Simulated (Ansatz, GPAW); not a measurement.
**Ballistic transport through cyanobenzenedithiol between two Pd chains, from relaxation to T(E)**

How well does cyanobenzenedithiol between two Pd chains conduct once its atoms have relaxed, and how much do cheaper levels lose?

Method: Ansatz plane waves; relaxation of the junction with the lead ends held, in the first sound run; inputs show where later runs differ, in GPAW 26.7.0 and Ansatz 0.2.0.

## (1) The starting structure

The cell holds 29 atoms: 16 Pd, 2 S, 7 C, 3 H and 1 N. Cell: a = 14.263 Å, b = 9.175 Å, c = 45.735 Å, α = 90.0°, β = 90.0°, γ = 90.0°. Regions: left lead, 8 atoms (8 Pd); channel, 13 atoms (2 S, 7 C, 3 H and 1 N); right lead, 8 atoms (8 Pd). Vacuum lies along a and b. The structure is stacked along c, and the current runs across the ab planes.

## (2) Relaxation

Transmission follows bond lengths closely, so the atoms between the held lead ends are relaxed first, from a slightly shaken start that lets symmetry break.

File input.yaml:

```yaml
crystal:
  lattice:
    - [14.2628593472, 0.0, 0.0]
    - [0.0, 9.1747842069, 0.0]
    - [0.0, 0.0, 45.7352221203]
  atoms:
    - { symbol: Pd, position: [0.5, 0.5, 0.0273312327] }
    - { symbol: Pd, position: [0.5, 0.5, 0.0819936982] }
    - { symbol: Pd, position: [0.5, 0.5, 0.1366561637] }
    - { symbol: Pd, position: [0.5, 0.5, 0.1913186292] }
    - { symbol: Pd, position: [0.5, 0.5, 0.2459810946] }
    - { symbol: Pd, position: [0.5, 0.5, 0.3006435601] }
    - { symbol: Pd, position: [0.4991757547, 0.5001632313, 0.3551976691] }
    - { symbol: Pd, position: [0.4996466991, 0.5002047434, 0.4098204359] }
    - { symbol: S, position: [0.377819464, 0.6456083636, 0.4299934669] }
    - { symbol: C, position: [0.3774870885, 0.6385724715, 0.4679050511] }
    - { symbol: H, position: [0.5262059797, 0.6351636778, 0.4718848658] }
    - { symbol: H, position: [0.2261176846, 0.637224454, 0.4720809303] }
    - { symbol: C, position: [0.4644986893, 0.6411398474, 0.4842131492] }
    - { symbol: C, position: [0.2966141047, 0.6478014731, 0.4841598937] }
    - { symbol: C, position: [0.4648517156, 0.6286513941, 0.5133834614] }
    - { symbol: C, position: [0.2996762603, 0.6434511342, 0.5148204361] }
    - { symbol: H, position: [0.2280834539, 0.6352573838, 0.5247210044] }
    - { symbol: C, position: [0.5525715005, 0.634110888, 0.530119062] }
    - { symbol: C, position: [0.3776298137, 0.6337335539, 0.5305638141] }
    - { symbol: "N", position: [0.6283440706, 0.6317632033, 0.5401080097] }
    - { symbol: S, position: [0.3674971196, 0.6337071412, 0.5699060676] }
    - { symbol: Pd, position: [0.4989694947, 0.5007557647, 0.5891157637] }
    - { symbol: Pd, position: [0.4995598343, 0.5023790311, 0.6443768879] }
    - { symbol: Pd, position: [0.5, 0.5, 0.6993564399] }
    - { symbol: Pd, position: [0.5, 0.5, 0.7540189054] }
    - { symbol: Pd, position: [0.5, 0.5, 0.8086813708] }
    - { symbol: Pd, position: [0.5, 0.5, 0.8633438363] }
    - { symbol: Pd, position: [0.5, 0.5, 0.9180063018] }
    - { symbol: Pd, position: [0.5, 0.5, 0.9726687673] }
kpoints:
  mp_grid: { grid: [1, 1, 2] }
hamiltonian:
  xc: pbe
scf:
  occupations: { method: fermi_dirac, width: 0.1 }
relax:
  f_tol: 0.03
  max_steps: 80
  constraints: [{ sites: [0, 1, 2, 3, 4, 5, 23, 24, 25, 26, 27, 28] }]
```

Started as:

```sh
$ ansatz run input.yaml --threads 4 --pin off --max-ram 8192MiB --backend cpu --events-out ev --progress --plain --runs-dir out
```

Numbers of over 12 decimals in the logs are rounded to 6 here.

The program printed:

```text
Engine: ansatz 0.2.0, aarch64-unknown-linux-gnu
Pseudopotentials: kind: paw
Pseudopotential: Pd, paw, valence charge 18, recommended cutoff 420 eV (normal), Pd.paw.azcp
Pseudopotential: S, paw, valence charge 6, recommended cutoff 420 eV (normal), S.paw.azcp
Pseudopotential: C, paw, valence charge 4, recommended cutoff 420 eV (normal), C.paw.azcp
Pseudopotential: H, paw, valence charge 1, recommended cutoff 420 eV (normal), H.paw.azcp
Pseudopotential: N, paw, valence charge 5, recommended cutoff 420 eV (normal), N.paw.azcp
Functional definition: PBE
  parameter kappa = 0.804
  parameter beta = 0.066725
  exchange = pbe_x(kappa = kappa, mu = beta*pi^2/3)
  correlation = pbe_c(beta = beta)
Crystal: 29 atoms, lattice volume = 5984.850 Å³
Basis set: ecut = 420 eV, 116965 PW (Γ), exchange–correlation on 192×128×640 points (8 copies of the dense FFT grid, shifted against one another)
Bands: 202, of which v1, the nominal top of the filled ones, is band 168 counted from 1 (167 counted from 0)
Symmetry: 1 space group operations
Space group: P1 (ITA 1), of the structure as read, at distance tolerance 1.8e-4 Å
k-points: 2
Non-local potential: Pd, projectors of the file, l = 0: 2, l = 1: 2, l = 2: 2, l = 3: 1
Non-local potential: S, projectors of the file, l = 0: 2, l = 1: 2, l = 2: 2
Non-local potential: C, projectors of the file, l = 0: 2, l = 1: 2, l = 2: 1
Non-local potential: H, projectors of the file, l = 0: 2, l = 1: 1
Non-local potential: N, projectors of the file, l = 0: 2, l = 1: 2, l = 2: 1
PAW form: soft (Blöchl's): semilocal exchange-correlation on the pseudo side does not see the compensation charge
PAW one-centre angular grid: Pd, 590 points (default); XC on 64 Gauss nodes
PAW one-centre angular grid: S, 110 points (default); XC on 64 Gauss nodes
PAW one-centre angular grid: C, 110 points (default); XC on 64 Gauss nodes
PAW one-centre angular grid: H, 110 points (default); XC on 64 Gauss nodes
PAW one-centre angular grid: N, 110 points (default); XC on 64 Gauss nodes
Initial density: superposition of atomic densities (neutral atoms: chi_scale 0, normalization atom), corrected by the library's trained network
Initial wavefunctions: pseudopotential atomic-orbital guess
Functional: x = pbe(κ = 0.804, μ = 0.219515), c = pbe(β = 0.066725)
SCF iter   1: F=—  HF=-115516.753165 eV  |F-HF|=—  |Δ(HF+E_count)|=         —  Δρ=5.34e-3  dr2=7.67e0  ethr=1.77e-3  ⟨swp⟩=12.0  Hψ=2263  notcnv=0  defer=24
preconditioner: auto → LDOS  [metal: Δε(μ)=0.074 eV  Ē_g=5.091 eV  σ=0.100 eV  W_gap=0.18  n_scr=502 (ndim 8)  ℏωp=6.9 eV  f_vac=0.832  D(μ)=49.04/eV (n_scr^D=186)  β→1.0]
SCF iter   2: F=—  HF=-115516.493267 eV  |F-HF|=—  |Δ(HF+E_count)|=   2.60e-1  Δρ=2.70e-3  dr2=5.32e-1  ethr=1.77e-3  ⟨swp⟩=2.0  Hψ=491  notcnv=0  defer=25
SCF iter   3: F=—  HF=-115516.592124 eV  |F-HF|=—  |Δ(HF+E_count)|=   9.89e-2  Δρ=1.75e-3  dr2=2.86e-1  ethr=1.58e-4  ⟨swp⟩=3.0  Hψ=635  notcnv=0  defer=25
SCF iter   4: F=—  HF=-115516.563806 eV  |F-HF|=—  |Δ(HF+E_count)|=   2.83e-2  Δρ=6.22e-4  dr2=4.62e-2  ethr=8.51e-5  ⟨swp⟩=2.0  Hψ=700  notcnv=0  defer=25
SCF iter   5: F=—  HF=-115516.563615 eV  |F-HF|=—  |Δ(HF+E_count)|=   1.90e-4  Δρ=2.40e-4  dr2=8.30e-3  ethr=1.37e-5  ⟨swp⟩=2.0  Hψ=457  notcnv=0  defer=25
SCF iter   6: F=—  HF=-115516.566937 eV  |F-HF|=—  |Δ(HF+E_count)|=   3.32e-3  Δρ=1.31e-4  dr2=2.04e-3  ethr=2.47e-6  ⟨swp⟩=1.0  Hψ=379  notcnv=0  defer=25
SCF iter   7: F=—  HF=-115516.567143 eV  |F-HF|=—  |Δ(HF+E_count)|=   2.06e-4  Δρ=7.29e-5  dr2=5.95e-4  ethr=6.07e-7  ⟨swp⟩=1.0  Hψ=379  notcnv=0  defer=25
SCF iter   8: F=—  HF=-115516.567459 eV  |F-HF|=—  |Δ(HF+E_count)|=   3.16e-4  Δρ=4.15e-5  dr2=1.92e-4  ethr=1.77e-7  ⟨swp⟩=2.0  Hψ=394  notcnv=0  defer=25
SCF iter   9: F=—  HF=-115516.567509 eV  |F-HF|=—  |Δ(HF+E_count)|=   4.99e-5  Δρ=1.88e-5  dr2=2.64e-5  ethr=5.72e-8  ⟨swp⟩=2.0  Hψ=575  notcnv=0  defer=25
SCF iter  10: F=-115516.567580 eV  HF=-115516.567536 eV  |F-HF|=4.39e-5  |Δ(HF+E_count)|=   2.72e-5  Δρ=7.75e-6  dr2=6.06e-6  ethr=6.70e-9  ⟨swp⟩=4.0  Hψ=1233  notcnv=0
SCF 1 converged in 10 iterations: F = -115516.567580 eV  dr2 = 6.06e-6
  greatest PAW one-centre occupation: 1.000 electrons in one spin orbital (limit 2), on the Pd atom at site 21 (counted from 0), in its partial waves of l = 0
relax step   1: F+E_penalty+E_count = -115516.56757961 eV  Δ(F+E_penalty+E_count) = +0.000e0 eV  max|allowed force component| = 4.531e0 eV/Å  Δτ_max = 0.0000 Å  (10 SCF iters, dr2 threshold 2.25e-5 eV, accepted)
Initial density: handed on by an earlier stage of this run
Initial wavefunctions: those handed on with the density
iter 1 solved again at ethr=8.14e-4 eV; its pass at ethr=3.10e-3 eV (dr2=2.74e0 eV) is discarded
SCF iter   1: F=—  HF=-115517.616050 eV  |F-HF|=—  |Δ(HF+E_count)|=         —  Δρ=5.75e-3  dr2=2.73e0  ethr=8.14e-4  ⟨swp⟩=1.0  Hψ=1562  notcnv=0  defer=25
preconditioner: auto → LDOS  [metal: Δε(μ)=0.034 eV  Ē_g=5.146 eV  σ=0.100 eV  W_gap=0.09  n_scr=502 (ndim 8)  ℏωp=6.9 eV  f_vac=0.831  D(μ)=52.85/eV (n_scr^D=204)  β→1.0]
SCF iter   2: F=—  HF=-115517.462258 eV  |F-HF|=—  |Δ(HF+E_count)|=   1.54e-1  Δρ=2.95e-3  dr2=6.24e-1  ethr=8.12e-4  ⟨swp⟩=3.0  Hψ=892  notcnv=0  defer=25
SCF iter   3: F=—  HF=-115517.299756 eV  |F-HF|=—  |Δ(HF+E_count)|=   1.63e-1  Δρ=9.87e-4  dr2=9.03e-2  ethr=1.86e-4  ⟨swp⟩=3.0  Hψ=1005  notcnv=0  defer=25
SCF iter   4: F=—  HF=-115517.293782 eV  |F-HF|=—  |Δ(HF+E_count)|=   5.97e-3  Δρ=5.56e-4  dr2=2.75e-2  ethr=2.69e-5  ⟨swp⟩=3.0  Hψ=587  notcnv=0  defer=25
SCF iter   5: F=—  HF=-115517.290780 eV  |F-HF|=—  |Δ(HF+E_count)|=   3.00e-3  Δρ=1.89e-4  dr2=4.94e-3  ethr=8.18e-6  ⟨swp⟩=2.0  Hψ=485  notcnv=0  defer=25
SCF iter   6: F=—  HF=-115517.291878 eV  |F-HF|=—  |Δ(HF+E_count)|=   1.10e-3  Δρ=1.13e-4  dr2=1.59e-3  ethr=1.47e-6  ⟨swp⟩=1.0  Hψ=379  notcnv=0  defer=25
SCF iter   7: F=—  HF=-115517.292403 eV  |F-HF|=—  |Δ(HF+E_count)|=   5.26e-4  Δρ=4.89e-5  dr2=2.66e-4  ethr=4.72e-7  ⟨swp⟩=2.0  Hψ=381  notcnv=0  defer=25
SCF iter   8: F=—  HF=-115517.292522 eV  |F-HF|=—  |Δ(HF+E_count)|=   1.19e-4  Δρ=2.46e-5  dr2=6.56e-5  ethr=7.93e-8  ⟨swp⟩=2.0  Hψ=453  notcnv=0  defer=25
SCF iter   9: F=-115517.292572 eV  HF=-115517.292556 eV  |F-HF|=1.57e-5  |Δ(HF+E_count)|=   3.36e-5  Δρ=9.70e-6  dr2=1.13e-5  ethr=1.95e-8  ⟨swp⟩=4.0  Hψ=1100  notcnv=0
SCF 2 converged in 9 iterations: F = -115517.292572 eV  dr2 = 1.13e-5
  greatest PAW one-centre occupation: 0.999 electrons in one spin orbital (limit 2), on the Pd atom at site 22 (counted from 0), in its partial waves of l = 0
[...]
relax step  25: F+E_penalty+E_count = -115518.14402965 eV  Δ(F+E_penalty+E_count) = -6.293e-3 eV  max|allowed force component| = 1.290e-1 eV/Å  Δτ_max = 0.1464 Å  (12 SCF iters, accepted)
relax step  26: F+E_penalty+E_count = -115518.14665319 eV  Δ(F+E_penalty+E_count) = -2.624e-3 eV  max|allowed force component| = 7.943e-2 eV/Å  Δτ_max = 0.0498 Å  (8 SCF iters, dr2 threshold 1.06e-6 eV, accepted)
relax step  27: F+E_penalty+E_count = -115518.14887719 eV  Δ(F+E_penalty+E_count) = -2.224e-3 eV  max|allowed force component| = 4.387e-2 eV/Å  Δτ_max = 0.0872 Å  (9 SCF iters, dr2 threshold 2.39e-6 eV, accepted)
relax step  28: F+E_penalty+E_count = -115518.14984637 eV  Δ(F+E_penalty+E_count) = -9.692e-4 eV  max|allowed force component| = 4.866e-2 eV/Å  Δτ_max = 0.0587 Å  (11 SCF iters, accepted)
relax step  29: F+E_penalty+E_count = -115518.15015903 eV  Δ(F+E_penalty+E_count) = -3.127e-4 eV  max|allowed force component| = 4.867e-2 eV/Å  Δτ_max = 0.0655 Å  (11 SCF iters, accepted)
relax step  30: F+E_penalty+E_count = -115518.15063031 eV  Δ(F+E_penalty+E_count) = -4.713e-4 eV  max|allowed force component| = 3.766e-2 eV/Å  Δτ_max = 0.0261 Å  (8 SCF iters, dr2 threshold 2.37e-6 eV, accepted)
SCF iter   1: F=—  HF=-115518.151624 eV  |F-HF|=—  |Δ(HF+E_count)|=         —  Δρ=5.23e-4  dr2=9.69e-3  ethr=5.36e-5  ⟨swp⟩=5.0  Hψ=949  notcnv=0  defer=12
preconditioner: auto → LDOS  [metal: Δε(μ)=0.016 eV  Ē_g=5.223 eV  σ=0.100 eV  W_gap=0.04  n_scr=502 (ndim 8)  ℏωp=6.9 eV  f_vac=0.833  D(μ)=51.06/eV (n_scr^D=188)  β→1.0]
SCF iter   2: F=—  HF=-115518.150215 eV  |F-HF|=—  |Δ(HF+E_count)|=   1.41e-3  Δρ=2.13e-4  dr2=3.31e-3  ethr=2.89e-6  ⟨swp⟩=2.0  Hψ=770  notcnv=0  defer=12
SCF iter   3: F=—  HF=-115518.149880 eV  |F-HF|=—  |Δ(HF+E_count)|=   3.36e-4  Δρ=9.84e-5  dr2=7.50e-4  ethr=9.86e-7  ⟨swp⟩=3.0  Hψ=683  notcnv=0  defer=12
SCF iter   4: F=—  HF=-115518.149845 eV  |F-HF|=—  |Δ(HF+E_count)|=   3.47e-5  Δρ=2.58e-5  dr2=6.27e-5  ethr=2.23e-7  ⟨swp⟩=3.0  Hψ=578  notcnv=0  defer=12
SCF iter   5: F=—  HF=-115518.150722 eV  |F-HF|=—  |Δ(HF+E_count)|=   8.77e-4  Δρ=1.15e-5  dr2=1.55e-5  ethr=1.86e-8  ⟨swp⟩=2.0  Hψ=645  notcnv=0  defer=12
SCF iter   6: F=—  HF=-115518.150761 eV  |F-HF|=—  |Δ(HF+E_count)|=   3.92e-5  Δρ=6.27e-6  dr2=4.69e-6  ethr=4.63e-9  ⟨swp⟩=2.0  Hψ=553  notcnv=0  defer=12
SCF iter   7: F=—  HF=-115518.150778 eV  |F-HF|=—  |Δ(HF+E_count)|=   1.73e-5  Δρ=2.82e-6  dr2=8.58e-7  ethr=1.39e-9  ⟨swp⟩=2.0  Hψ=534  notcnv=0  defer=12
SCF iter   8: F=—  HF=-115518.150780 eV  |F-HF|=—  |Δ(HF+E_count)|=   2.44e-6  Δρ=1.11e-6  dr2=1.63e-7  ethr=2.55e-10  ⟨swp⟩=2.0  Hψ=577  notcnv=0  defer=12
SCF iter   9: F=-115518.150781 eV  HF=-115518.150781 eV  |F-HF|=2.71e-7  |Δ(HF+E_count)|=   2.62e-7  Δρ=6.37e-7  dr2=4.94e-8  ethr=2.98e-11  ⟨swp⟩=4.0  Hψ=1266  notcnv=0
smearing: bands 167 to 168 share 1.962 electrons (they would hold 2.000 with every lower band full and every higher one empty; bands counted from 0; each is filled to between 0.4605 and 0.5214 of a full level; at each k-point the levels lie within 2.4e-2 eV, against a smearing width of 0.1000 eV). The entropy term TS of this state is 1.6181 eV
SCF 31 converged in 9 iterations: F = -115518.150781 eV  dr2 = 4.94e-8
relax step  31: F+E_penalty+E_count = -115518.15078100 eV  Δ(F+E_penalty+E_count) = -1.507e-4 eV  max|allowed force component| = 1.439e-2 eV/Å  Δτ_max = 0.0165 Å  (9 SCF iters, accepted)
SCF converged after 9 iterations
Free energy (F): -115518.150781 eV
Harris-Foulkes:  -115518.150781 eV  (|F-HF|=2.71e-7)
Internal energy: -115516.532730 eV  (E = F + TS)
E sigma→0 (E₀):  -115517.341756 eV
Entropy (-TS):   -1.618051 eV (-55.795 meV/atom)
Fermi energy:    -4.010132 eV
--- Per-component energies (eV) ---
  E_band       = -9285.314701
  E_kinetic    = 9239.757939
  E_local      = -128321.919924  (includes V_loc(G=0)·N_el)
  E_nonlocal   = 3819.014520
  E_hartree    = 57694.110587
  E_xc         = -3261.042368
  E_vxc        = -4008.781798  (∫ρ·V_xc dr)
  E_paw        = -62061.635500  (= ΣΔE_a)
  E_vpaw       = -5401.610597  (= ΣTr[D̂ρ^β])
  E_aug_tail   = -0.000629  (compensation charges beyond the density's cutoff)
  E_ewald      = 7375.182644
  E_smearing   = -1.618051  (= −TS)
  E_closure    = -0.000000  (closes the sum)
  Σ components = -115518.150781   (vs F -115518.150781, Δ=0.00e0)
--- Forces (eV/Å), atoms counted from 1 ---
  atom   1  Pd    -0.00036882     0.00002640    -0.00051244
  atom   2  Pd     0.00162155    -0.00067277     0.00046512
  atom   3  Pd     0.00165087    -0.00114387     0.02192773
  atom   4  Pd     0.00088145     0.00014825     0.00885816
  atom   5  Pd     0.00252076     0.00072628    -0.00834198
  atom   6  Pd    -0.00836348     0.00550513     0.32891259
  atom   7  Pd    -0.00047471     0.00031419     0.00091349
  atom   8  Pd    -0.00517136     0.00209579     0.00489669
  atom   9  S      0.00621925     0.00016813    -0.00678520
  atom  10  C     -0.00067680    -0.00325742     0.00232816
  atom  11  H      0.00028532    -0.00083492     0.00097554
  atom  12  H      0.00010647    -0.00117533    -0.00055003
  atom  13  C     -0.00153866     0.00189894    -0.00332923
  atom  14  C      0.00335531     0.00241911    -0.00232361
  atom  15  C     -0.00151405     0.00308352     0.00800331
  atom  16  C      0.00568063    -0.00026803     0.01076593
  atom  17  H     -0.00075079     0.00011507    -0.00176484
  atom  18  C      0.00388906    -0.00219138     0.00322243
  atom  19  C     -0.00548353    -0.00394459    -0.01439472
  atom  20  N     -0.00468653     0.00363489     0.00211990
  atom  21  S      0.00521624    -0.00046062     0.00079453
  atom  22  Pd    -0.00578534     0.00006662    -0.00572341
  atom  23  Pd     0.00201200    -0.00050044     0.00068939
  atom  24  Pd    -0.01213563    -0.02481173    -0.42648903
  atom  25  Pd     0.01671327     0.00748114     0.09491962
  atom  26  Pd     0.00002854     0.00624429     0.00847058
  atom  27  Pd    -0.00301487     0.00252638    -0.01615891
  atom  28  Pd     0.00075467     0.00157963    -0.01289725
  atom  29  Pd    -0.00098654     0.00120647     0.00102580
  max |Σ_I F_I| component: 2.09e-5 eV/Å
--- Relaxed structure (31 steps of the walk, 30 accepted, 0 SCFs on fresh bases) ---
  F+E_penalty+E_count = -115518.15078100 eV   max|allowed force component| = 1.439e-2 eV/Å
  atoms:
    - { symbol: Pd, position: [0.5, 0.5, 0.0273312327] }
    - { symbol: Pd, position: [0.5, 0.5, 0.0819936982] }
    - { symbol: Pd, position: [0.5, 0.5, 0.1366561637] }
    - { symbol: Pd, position: [0.5, 0.5, 0.1913186292] }
    - { symbol: Pd, position: [0.5, 0.5, 0.2459810946] }
    - { symbol: Pd, position: [0.5, 0.5, 0.3006435601] }
    - { symbol: Pd, position: [0.493063, 0.509186, 0.358262] }
    - { symbol: Pd, position: [0.520687, 0.496164, 0.417243] }
    - { symbol: S, position: [0.434555, 0.568091, 0.455628] }
    - { symbol: C, position: [0.449431, 0.533871, 0.493283] }
    - { symbol: H, position: [0.595994, 0.469820, 0.496427] }
    - { symbol: H, position: [0.303432, 0.592052, 0.499291] }
    - { symbol: C, position: [0.531516, 0.491722, 0.508428] }
    - { symbol: C, position: [0.367528, 0.559165, 0.510486] }
    - { symbol: C, position: [0.530939, 0.477655, 0.539095] }
    - { symbol: C, position: [0.366427, 0.542116, 0.540561] }
    - { symbol: H, position: [0.301467, 0.560040, 0.552605] }
    - { symbol: C, position: [0.613226, 0.432886, 0.554955] }
    - { symbol: C, position: [0.447944, 0.500417, 0.555913] }
    - { symbol: N, position: [0.688536, 0.390004, 0.562526] }
    - { symbol: S, position: [0.441686, 0.455301, 0.593716] }
    - { symbol: Pd, position: [0.595479, 0.424187, 0.602286] }
    - { symbol: Pd, position: [0.484668, 0.537581, 0.641746] }
    - { symbol: Pd, position: [0.5, 0.5, 0.6993564399] }
    - { symbol: Pd, position: [0.5, 0.5, 0.7540189054] }
    - { symbol: Pd, position: [0.5, 0.5, 0.8086813708] }
    - { symbol: Pd, position: [0.5, 0.5, 0.8633438363] }
    - { symbol: Pd, position: [0.5, 0.5, 0.9180063018] }
    - { symbol: Pd, position: [0.5, 0.5, 0.9726687673] }
```

Elapsed: 48 min, on 4 threads of Arm Neoverse N1, shared host; peak memory 6.7 GiB; 3.1 h of CPU time.

The steps of the relaxation (22 of 31):

| step | energy less that of the first step (eV) | largest force component (eV/Å) |
| --- | --- | --- |
| 1 | 0.0000 | 4.5310 |
| 2 | -0.7250 | 2.0096 |
| 4 | -1.1427 | 0.3381 |
| 5 | -1.2591 | 0.2713 |
| 7 | -1.4004 | 0.1838 |
| 8 | -1.4560 | 0.1095 |
| 10 | -1.4966 | 0.0872 |
| 11 | -1.5069 | 0.1220 |
| 12 | -1.5153 | 0.1220 |
| 14 | -1.5254 | 0.0953 |
| 15 | -1.5263 | 0.0684 |
| 17 | -1.5284 | 0.0526 |
| 18 | -1.5295 | 0.0971 |
| 20 | -1.5352 | 0.4056 |
| 21 | -1.5450 | 0.6544 |
| 22 | -1.5298 | 0.9456 |
| 24 | -1.5702 | 0.0436 |
| 25 | -1.5764 | 0.1290 |
| 27 | -1.5813 | 0.0439 |
| 28 | -1.5823 | 0.0487 |
| 30 | -1.5831 | 0.0377 |
| 31 | -1.5832 | 0.0144 |

Relaxation step 22 was tried and not accepted.

The atoms that moved most (Å):

| atom | dx | dy | dz | length |
| --- | --- | --- | --- | --- |
| N20 | 0.859 | -2.218 | 1.025 | 2.590 |
| C18 | 0.865 | -1.846 | 1.136 | 2.334 |
| S21 | 1.058 | -1.637 | 1.089 | 2.233 |
| H11 | 0.995 | -1.517 | 1.122 | 2.134 |
| C15 | 0.943 | -1.385 | 1.176 | 2.047 |
| C13 | 0.956 | -1.371 | 1.107 | 2.005 |
| C19 | 1.003 | -1.223 | 1.159 | 1.961 |
| C10 | 1.026 | -0.961 | 1.161 | 1.823 |

Final coordinates:

```cif
data_structure
_symmetry_space_group_name_H-M 'P 1'
_symmetry_Int_Tables_number 1
_cell_length_a 14.2629
_cell_length_b 9.1748
_cell_length_c 45.7352
_cell_angle_alpha 90.000
_cell_angle_beta 90.000
_cell_angle_gamma 90.000
_cell_volume 5984.85
loop_
_atom_site_label
_atom_site_type_symbol
_atom_site_fract_x
_atom_site_fract_y
_atom_site_fract_z
_atom_site_occupancy
Pd1 Pd 0.50000 0.50000 0.02733 1
Pd2 Pd 0.50000 0.50000 0.08199 1
Pd3 Pd 0.50000 0.50000 0.13666 1
Pd4 Pd 0.50000 0.50000 0.19132 1
Pd5 Pd 0.50000 0.50000 0.24598 1
Pd6 Pd 0.50000 0.50000 0.30064 1
Pd7 Pd 0.49306 0.50919 0.35826 1
Pd8 Pd 0.52069 0.49616 0.41724 1
S9 S 0.43456 0.56809 0.45563 1
C10 C 0.44943 0.53387 0.49328 1
H11 H 0.59599 0.46982 0.49643 1
H12 H 0.30343 0.59205 0.49929 1
C13 C 0.53152 0.49172 0.50843 1
C14 C 0.36753 0.55916 0.51049 1
C15 C 0.53094 0.47766 0.53909 1
C16 C 0.36643 0.54212 0.54056 1
H17 H 0.30147 0.56004 0.55260 1
C18 C 0.61323 0.43289 0.55496 1
C19 C 0.44794 0.50042 0.55591 1
N20 N 0.68854 0.39000 0.56253 1
S21 S 0.44169 0.45530 0.59372 1
Pd22 Pd 0.59548 0.42419 0.60229 1
Pd23 Pd 0.48467 0.53758 0.64175 1
Pd24 Pd 0.50000 0.50000 0.69936 1
Pd25 Pd 0.50000 0.50000 0.75402 1
Pd26 Pd 0.50000 0.50000 0.80868 1
Pd27 Pd 0.50000 0.50000 0.86334 1
Pd28 Pd 0.50000 0.50000 0.91801 1
Pd29 Pd 0.50000 0.50000 0.97267 1
```

Numbers from this step:

| Item | Value |
| --- | --- |
| free energy | -115518.1508 eV |
| smearing term TS | 1.618 eV |
| symmetry operations | 1 |

The relaxation lowered the energy of the cell by 1.58 eV.

(Part 1 of 4 ends here.)

[Logs are printed without paths, hosts, clocks, repeated set-up lines and the standing remarks that a program may print on its own settings, such as how far it seeks lower states.]

[Hosts, paths, dates, database ids (printed as entryN), source tags and the programs' standing remarks are cut or masked in the printed files.]
